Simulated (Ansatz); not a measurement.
The cell comes from COD entry 9008579, which wasn't checked; take it as a given geometry. The listed cell was then made from it by scaling, straining or moving an atom.

Se: DFT, PBE, all-electron PAW with datasets made for the crystal, scalar-relativistic (Ansatz 0.2.0). What sets it apart from a plain run of this crystal: equal xy, yz and zx engineering shear strains of -2 %.

Command: `ansatz run input.yaml --threads 1 --pin off --max-ram 4096MiB --backend cpu --events-out ev --progress --plain --runs-dir out` The run took 19 s on 1 thread of Intel(R) Xeon(R) 6975P-C (Granite Rapids), on a shared host, peak memory 0.82 GiB.

```yaml
crystal:
  lattice:
    - [4.3551696776, -0.0435516968, -0.0435516968]
    - [-2.2153017146, 3.793463427, -0.0159410274]
    - [-0.0494945, -0.0494945, 4.94945]
  atoms:
    - { symbol: Se, position: [0.217, 0.0, 0.1666666667] }
    - { symbol: Se, position: [0.0, 0.217, 0.8333333333] }
    - { symbol: Se, position: [0.783, 0.783, 0.5] }
kpoints:
  mp_grid: { grid: [8, 8, 6] }
scf:
  occupations: { method: fermi_dirac, width: 0.03 }
hamiltonian:
  xc: pbe
  pseudopotentials: { kind: all_electron, datasets: crystal }
output:
  forces: true
  stress: true
  eigenvalues: true
  efg: { contact_densities: true }
```

Output (standing set-up lines are left out):

```
hamiltonian.pseudopotentials.datasets: crystal makes datasets for this crystal and solves the spheres of its atoms anew in each pass: cutoff 200.0 eV, the density's 1000.0 eV; for an error of 0.50 meV an atom under PBE, 1.5 meV for the cell; an energy difference from a run of another recipe may be off by several times the error for the cell, under r2SCAN by more, where some 0.1 meV an atom stays at smaller errors; Se in spheres of 1.148 Å, 6 of its electrons in bands, 10 on its site; only band paths and densities of states list, in semicore columns, the levels of the semicore shells that are solved separately: 3d of Se
Crystal: 3 atoms, lattice volume = 81.277 Å³
Basis set: ecut = 200 eV, 523 PW (Γ), exchange–correlation on 48×48×54 points (8 copies of the dense FFT grid, shifted against one another)
Symmetry: 1 space group operations
Space group: P1 (ITA 1), of the structure as read, at distance tolerance 4.3e-5 Å
k-points: 196 of 384 (time reversal used)
PAW one-centre angular grid: Se, 110 points (default); XC on its mesh's 1843 points in the sphere
iter 1 solved again at ethr=2.06e-3 eV; its pass at ethr=1.00e-1 eV (dr2=3.70e-1 eV) is discarded
SCF iter   1: F=—  HF=-198376.923843 eV  |F-HF|=—  |Δ(HF+E_count)|=         —  Δρ=2.77e-2  dr2=3.90e-1  ethr=2.06e-3  ⟨swp⟩=4.4  Hψ=15788  notcnv=0
preconditioner: auto → Resta (q_TF=auto, 2.122 Å⁻¹)  ε∞=4.1  [insulator: Δε(μ)=1.181 eV  Ē_g=9.925 eV  σ=0.030 eV  W_gap=1.00  n_scr=18 (ndim 8)  ℏωp=17.5 eV  f_vac=0.000  D(μ)=0.00/eV (n_scr^D=0)  ε∞_Penn≈4.1]
SCF iter   2: F=—  HF=-198376.873432 eV  |F-HF|=—  |Δ(HF+E_count)|=   5.04e-2  Δρ=1.47e-2  dr2=1.14e-1  ethr=2.06e-3  ⟨swp⟩=2.0  Hψ=5101  notcnv=0  defer=2
iter 3 solved again at ethr=1.03e-5 eV; its pass at ethr=6.33e-4 eV (dr2=1.85e-3 eV) is discarded
SCF iter   3: F=—  HF=-198376.863997 eV  |F-HF|=—  |Δ(HF+E_count)|=   9.44e-3  Δρ=1.62e-3  dr2=1.85e-3  ethr=1.03e-5  ⟨swp⟩=3.7  Hψ=13343  notcnv=0  defer=59
SCF iter   4: F=—  HF=-198376.864864 eV  |F-HF|=—  |Δ(HF+E_count)|=   8.67e-4  Δρ=7.09e-4  dr2=3.94e-4  ethr=1.03e-5  ⟨swp⟩=2.1  Hψ=4465  notcnv=0  defer=14
SCF iter   5: F=—  HF=-198376.865260 eV  |F-HF|=—  |Δ(HF+E_count)|=   3.96e-4  Δρ=1.00e-4  dr2=1.07e-5  ethr=2.19e-6  ⟨swp⟩=3.1  Hψ=5436  notcnv=0  defer=10
SCF iter   6: F=—  HF=-198376.865278 eV  |F-HF|=—  |Δ(HF+E_count)|=   1.83e-5  Δρ=4.02e-5  dr2=1.68e-6  ethr=5.92e-8  ⟨swp⟩=3.0  Hψ=5492  notcnv=0  defer=9
SCF iter   7: F=—  HF=-198376.865282 eV  |F-HF|=—  |Δ(HF+E_count)|=   3.86e-6  Δρ=1.10e-5  dr2=1.72e-7  ethr=9.35e-9  ⟨swp⟩=3.0  Hψ=5582  notcnv=0  defer=6
SCF iter   8: F=-198376.865282 eV  HF=-198376.865282 eV  |F-HF|=3.41e-9  |Δ(HF+E_count)|=   2.17e-7  Δρ=3.34e-6  dr2=1.58e-8  ethr=9.57e-10  ⟨swp⟩=3.0  Hψ=5588  notcnv=0  defer=5
SCF 1 converged in 8 iterations: F = -198376.865271 eV  dr2 = 1.58e-8
  Residual-converged pass: ⟨swp⟩=3.0  Hψ=5699  notcnv=0  max |occ|·‖R‖ = 6.0e-6 eV (tolerance 6.5e-6 eV)  dr2=1.63e-8  dr2_onsite=8.80e-9  max |Δocc| = 6.0e-13
  greatest PAW one-centre occupation: 0.756 electrons in one spin orbital (limit 2), on the Se atom at site 2 (counted from 0), in its partial waves of l = 0
SCF converged after 8 iterations
Free energy (F): -198376.865271 eV
Harris-Foulkes:  -198376.865271 eV  (|F-HF|=3.41e-9)
Internal energy: -198376.865271 eV  (E = F + TS)
E sigma→0 (E₀):  -198376.865271 eV
Past the cutoff: the bands carry plane waves up to 1.75 times it, of which those up to 1.5 times it add -0.000341 eV an atom, each by itself; the spheres take 0.000131 eV an atom off the energy for waves past 1.75 times it
By the cutoff:   a pressure is off by up to 0.005 GPa (1.2 times the spheres' own share and the shells' term, over an atom's volume, and 0.004 GPa: a bound that held against runs at twice the plane waves)
Past the cutoffs: a stress includes 0.0017 GPa for waves and charges beyond them, in addition to the slope of what the spheres take
In the spheres:  the bands' charges fall short by 5.6e-7 e at most (sound up to 1e-3), those of shells solved beside the bands by 4.9e-8 e (sound up to 5e-4)
Fermi energy:    8.084896 eV
--- Per-component energies (eV) ---
  The terms above E_closure are by the made datasets' own strengths, without shells solved beside the bands.
--- Forces (eV/Å), atoms counted from 1 ---
  atom   1  Se     1.02155529    -0.04750922     0.16914103
  atom   2  Se    -0.55171187     1.12209430     0.17983598
  atom   3  Se    -0.46983728    -1.07458946    -0.34897678
  max |Σ_I F_I| component: 6.14e-6 eV/Å
--- Stress (GPa, compression-positive) ---
        4.119886      -0.232201       0.569377
       -0.232201       5.154903       1.131495
        0.569377       1.131495       7.396358
  P = ⅓ Tr σ = 5.5570 GPa (55.570 kbar)
  It holds what live shells' own plane waves past their cutoff add
--- PAW observables at the nuclei: V_zz in 10²¹ V/m², potentials from the cell's mean, atoms counted from 1 ---
  atom   1  Se V_zz =   -52.523901   η = 0.3785   by run symmetry: allowed
            electrostatic potential = -4707.769279 V   contact ρ = 262973.055278 e/Å³
  atom   2  Se V_zz =   -50.281748   η = 0.4043   by run symmetry: allowed
            electrostatic potential = -4707.736599 V   contact ρ = 262972.420550 e/Å³
  atom   3  Se V_zz =   -51.645619   η = 0.3901   by run symmetry: allowed
            electrostatic potential = -4707.749962 V   contact ρ = 262973.171537 e/Å³
--- Band table (eV; the first three rows and the last of 196) ---
  k-point 0: bands = ["-8.6152", "-4.3554", "-4.2587", "3.4838", "3.5494", "3.7680", "5.3276", "5.3601", "7.1181", "9.4499", "9.7186"]
  k-point 1: bands = ["-8.4797", "-5.4734", "-3.1545", "3.0900", "3.7511", "3.8411", "5.4349", "5.5769", "6.8977", "9.2481", "9.4537"]
  k-point 2: bands = ["-8.0786", "-6.5322", "-2.2158", "2.5725", "3.9259", "3.9794", "5.6642", "6.0403", "6.4166", "8.9311", "9.0347"]
  k-point 195: bands = ["-7.2036", "-6.9765", "-2.8548", "1.4180", "2.9755", "3.2160", "5.6958", "6.1116", "7.5439", "9.0810", "10.3521"]
```
